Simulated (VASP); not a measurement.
# Mg (I4/mmm) in VASP: reference runs, part 3 of 3

VASP 6.6.1.

## Step 7: Equation of state, PBE, 23.10 Å³/atom (volume scaled by 1.02)

INCAR reads:

```
SYSTEM = Mg
PREC     = Accurate       ! precision mode
ENCUT    = 520            ! plane-wave cutoff, eV
EDIFF    = 1E-7           ! SCF threshold, eV
ISMEAR   = -1             ! smearing method
SIGMA    = 0.05           ! smearing width, eV
LREAL    = .False.        ! projectors in reciprocal space
LASPH    = .True.         ! aspherical terms in the spheres
NELM     = 80             ! most SCF steps
ALGO     = Normal         ! electronic algorithm
ISIF     = 2              ! what is computed and relaxed
LWAVE    = .False.        ! write WAVECAR
LCHARG   = .False.        ! write CHGCAR
GGA      = PE             ! functional
NBANDS   = 7              ! bands
```

KPOINTS reads:

```
Automatic mesh
0
Gamma
  11 11 11
  0 0 0
```

POSCAR reads:

```
Mg
1.0
   -1.8481508693      1.8481508693      1.6905262251
    1.8481508693     -1.8481508693      1.6905262251
    1.8481508693      1.8481508693     -1.6905262251
Mg
1
Direct
    0.0000000000      0.0000000000      0.0000000000
```

Potentials or basis: VASP PAW PBE potentials, release 64 (Mg).

Started as:

```console
$ cat potpaw_PBE.64/Mg/POTCAR > POTCAR
$ mpirun -np 1 vasp_std > vasp.out
```

OUTCAR:

```text
SYSTEM = Mg
   PREC = Accurate
   ENCUT = 520
   EDIFF = 1E-7
   ISMEAR = -1
   LREAL = .False.
   LASPH = .True.
   NELM = 80
   ISIF = 2
   GGA = PE

 ion  position               nearest neighbor table
   1  0.000  0.000  0.000-

  LATTYP: Found a body centered tetragonal cell.
 ALAT       =     3.6963017386
 C/A-ratio  =     0.9147122419

  Lattice vectors:

 A1 = (  -1.8481508693,   1.8481508693,   1.6905262251)
 A2 = (   1.8481508693,  -1.8481508693,   1.6905262251)
 A3 = (   1.8481508693,   1.8481508693,  -1.6905262251)

Analysis of symmetry for initial positions (statically):
=====================================================================
 Subroutine PRICEL returns:
 Original cell was already a primitive cell.

 Routine SETGRP: Setting up the symmetry group for a
 body centered tetragonal supercell.

 Subroutine GETGRP returns: Found 16 space group operations
 (whereof 16 operations were pure point group operations)
 out of a pool of 16 trial point group operations.

The static configuration has the point symmetry D_4h.

Analysis of symmetry for dynamics (positions and initial velocities):
[... 178 lines left out ...]
  ---------------------------------------------------
  free energy    TOTEN  =        -1.48017603 eV

  energy without entropy =       -1.47671846  energy(sigma->0) =       -1.47844724

 E-fermi :   2.6369     XC(G=0):  -8.4745

 val. band max:        2.5799133777   @ k =   0.3636   0.3636   0.0000
 cond. band min:       2.6837914667   @ k =   0.4545   0.3636   0.0000
 fundamental gap:      0.1038780889
 Fermi energy:         2.6369222980

 k-point     1 :       0.0000    0.0000    0.0000
  band No.  band energies     occupation
      1      -4.3008      2.00000
      2      14.4623      0.00000
      3      16.2935      0.00000
      4      16.2935      0.00000
      5      16.6244      0.00000
      6      16.7658      0.00000
      7      16.7658      0.00000
[... 381 lines left out ...]
 k-point    40 :       0.3636    0.0909    0.0909
  band No.  band energies     occupation
      1       0.9054      2.00000
      2       3.0924      0.00022
      3       8.0805      0.00000
      4       9.2428      0.00000
      5      15.6602      0.00000
      6      16.6091      0.00000
      7      21.5129      0.00000

 [... further k-points ...]
[... 5 lines left out ...]
  --------------------------------------------------------------------------------------
  -------------------------------------------------------------------------------------
  Total       -0.0473793     -0.0473793     -0.0215915      0.0000000      0.0000000      0.0000000
  in kB       -3.2865687     -3.2865687     -1.4977413      0.0000000      0.0000000      0.0000000
  external PRESSURE =      -2.6902929 kB  Pullay stress =       0.0000000 kB

 VOLUME and BASIS-vectors are now :
 -----------------------------------------------------------------------------
  energy-cutoff  :      520.00
  volume of cell :       23.10
      direct lattice vectors                 reciprocal lattice vectors
    -1.848150869  1.848150869  1.690526225     0.000000000  0.270540684  0.295765894
     1.848150869 -1.848150869  1.690526225     0.270540684  0.000000000  0.295765894
     1.848150869  1.848150869 -1.690526225     0.270540684  0.270540684  0.000000000

 POSITION                                       TOTAL-FORCE (eV/Angst)
 -----------------------------------------------------------------------------------
      0.00000      0.00000      0.00000         0.000000      0.000000      0.000000
 -----------------------------------------------------------------------------------
    total drift:                                0.000000      0.000000     -0.000000

  FREE ENERGIE OF THE ION-ELECTRON SYSTEM (eV)
  ---------------------------------------------------
  free  energy   TOTEN  =        -1.4801760288 eV

  energy  without entropy=       -1.4767184607  energy(sigma->0) =       -1.47844724
```

OSZICAR:

```text
N       E                     dE             d eps       ncg     rms          rms(c)
DAV:   1    -0.850631226445E+00   -0.85063E+00   -0.76701E+02  1862   0.194E+02
DAV:   2    -0.148592058667E+01   -0.63529E+00   -0.62187E+00  2317   0.112E+01
DAV:   3    -0.148818527152E+01   -0.22647E-02   -0.22643E-02  2233   0.761E-01
DAV:   4    -0.148818948349E+01   -0.42120E-05   -0.42119E-05  2590   0.249E-02
DAV:   5    -0.148818949093E+01   -0.74390E-08   -0.73695E-08  2296   0.756E-04    0.677E-01
DAV:   6    -0.148443733088E+01    0.37522E-02   -0.31856E-04  1988   0.127E-01    0.433E-01
DAV:   7    -0.148016856911E+01    0.42688E-02   -0.14244E-03  1813   0.225E-01    0.249E-02
DAV:   8    -0.148017661176E+01   -0.80427E-05   -0.87832E-06  2625   0.180E-02    0.570E-03
DAV:   9    -0.148017619931E+01    0.41245E-06   -0.69782E-07  1925   0.343E-03    0.443E-04
DAV:  10    -0.148017609408E+01    0.10524E-06   -0.39577E-09  1981   0.336E-04    0.168E-04
DAV:  11    -0.148017602877E+01    0.65311E-07   -0.39146E-10  1029   0.133E-04
   1 F= -.14801760E+01 E0= -.14784472E+01  d E =-.345757E-02
```

stdout:

```text
POSCAR found type information on POSCAR Mg
 POSCAR found :  1 types and       1 ions
 scaLAPACK will be used
 LDA part: xc-table for (Slater+PW92), standard interpolation
 POSCAR, INCAR and KPOINTS ok, starting setup
 FFT: planning ... GRIDC
 FFT: planning ... GRID_SOFT
 FFT: planning ... GRID
 WAVECAR not read
 entering main loop
```

It took 7.3 s on 1 thread of Intel Xeon Platinum 8488C (Sapphire Rapids), shared host; peak memory 0.14 GiB.

Results:

```
Free energy            : -1.4802 eV
Pressure               : -0.3 GPa
Band gap on the k mesh : none (metal or under the smearing width)
```

## Step 8: Equation of state, PBE, 23.55 Å³/atom (volume scaled by 1.04)

INCAR reads:

```
SYSTEM = Mg
PREC = Accurate
ENCUT = 520
EDIFF = 1E-7
ISMEAR = -1
SIGMA = 0.05
LREAL = .False.
LASPH = .True.
NELM = 80
ALGO = Normal
ISIF = 2
LWAVE = .False.
LCHARG = .False.
GGA = PE
NBANDS = 7
```

KPOINTS is that of step 7.

POSCAR reads:

```
Mg
1.0
   -1.8601521853      1.8601521853      1.7015039757
    1.8601521853     -1.8601521853      1.7015039757
    1.8601521853      1.8601521853     -1.7015039757
Mg
1
Direct
    0.0000000000      0.0000000000      0.0000000000
```

Started as:

```console
$ cat potpaw_PBE.64/Mg/POTCAR > POTCAR
$ mpirun -np 1 vasp_std > vasp.out
```

It took 8.3 s on 1 thread of Intel Xeon Platinum 8488C (Sapphire Rapids), shared host; peak memory 0.14 GiB.

Results (log left out):

```yaml
Free_energy: -1.4785 eV
Pressure: -0.9 GPa
Band_gap_on_the_k_mesh: none (metal or under the smearing width)
```

## Step 9: Equation of state, PBE, 24.00 Å³/atom (volume scaled by 1.06)

INCAR reads:

```
  PREC = Accurate
  ENCUT = 520
  EDIFF = 1E-7
  ISMEAR = -1
  SIGMA = 0.05
  LREAL = False
  LASPH = True
  NELM = 60
  ALGO = Normal
  ISIF = 2
  LWAVE = False
  LCHARG = False
  GGA = PE
  NBANDS = 7
```

KPOINTS reads:

```
regular mesh
0
Gamma
  11 11 11
```

POSCAR reads:

```
Mg
1.0
   -1.8720006078      1.8720006078      1.7123418728
    1.8720006078     -1.8720006078      1.7123418728
    1.8720006078      1.8720006078     -1.7123418728
Mg
1
Direct
    0.0000000000      0.0000000000      0.0000000000
```

Potentials or basis: VASP PAW PBE potentials, release 64 (Mg).

Started as:

```console
$ cat potpaw_PBE.64/Mg/POTCAR > POTCAR
$ mpirun -np 1 vasp_std > vasp.out
```

It took 7.4 s on 1 thread of Intel Xeon Platinum 8488C (Sapphire Rapids), shared host; peak memory 0.14 GiB.

The run converged. Its results:

| Item | Value |
| --- | --- |
| Free energy | -1.4751 eV |
| Pressure | -1.5 GPa |
| Band gap on the k mesh | none (metal or under the smearing width) |

## Step 10: Equation of state, PBE

Potentials or basis: VASP PAW PBE potentials, release 64 (Mg).

No new run: the results of the series are fitted here.

What came out:

- Equilibrium volume: 22.92 Å³/atom
- Bulk modulus at fixed shape and positions: 36 GPa
- Pressure derivative of the bulk modulus: 4.0

Energy against volume, from the lowest point:
```
volume (Å³/atom)  energy (meV/atom)
          21.286              14.60
          21.738               7.30
          22.191               2.59
          22.644               0.24
          23.097               0.00
          23.550               1.69
          24.003               5.12
```

Caveat: the cell was scaled at fixed shape and fractional positions, which overstates the stiffness of a crystal with free parameters, most of all of layers and chains.

## Step 11: Summary

| task | cell | gap on the mesh (eV) | pressure (GPa) |
| --- | --- | --- | --- |
| single point | as given | none | 0.4 |
| single point | cell strained at random at fixed volume | none | 0.3 |
| equation of state | as given | - | - |

Alike in all rows: level PBE; potentials or basis VASP PAW PBE potentials, release 64 (Mg); no spin polarisation; k mesh 11 × 11 × 11; cutoff (eV) 520; smearing fermi-dirac 0.05 eV.

Caveats: the cell was scaled at fixed shape and fractional positions, which overstates the stiffness of a crystal with free parameters, most of all of layers and chains (some runs).

Absolute energies hang on the potentials; compare differences alone.
